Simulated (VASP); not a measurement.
**HgTe under changes of volume**

One of the cells (25.930 Å³/atom); the others are scaled copies at fixed shape and fractional positions:

```
Hg Te
1.0
    -2.91841    2.91841    1.52222
     2.91841   -2.91841    1.52222
     2.91841    2.91841   -1.52222
Hg Te
1 1
Direct
  0.75000 0.25000 0.50000
  0.00000 0.00000 0.00000
```

Measurements of this composition are mostly on another form, of space group No. 216.

```yaml
Program: VASP 6.6.1
Functional: LDA
Potentials_or_basis: VASP PAW LDA potentials, release 64 (Hg, Te)
Cutoff: 520 eV
k_mesh: 8 × 8 × 8
Occupations: fermi-dirac, width 0.05 eV
Spin: no spin polarisation
```

```csv
volume (Å³/atom),energy over the lowest point (meV/atom),pressure (GPa)
24.893,9.00,2.9
25.411,?,?
25.930,0.00,0.0
26.448,1.94,-1.2
26.967,7.50,-2.3
```

Question: What does the run at 25.411 Å³/atom give?

Answer: Energy over the lowest point 2.17 meV/atom; pressure 1.3 GPa.

Worked out: A Birch-Murnaghan fit of order 2 (a polynomial in V^(-2/3)) to the other rows has its minimum at 25.94 Å³/atom with B0 = V·E''(V) = 63 GPa at fixed shape and positions, which overstates the stiffness. It gives 2.25 meV/atom at 25.411 Å³/atom, against the run's 2.17, and -dE/dV = 1.4 GPa, against 1.3.

Energies are extrapolated to zero smearing.
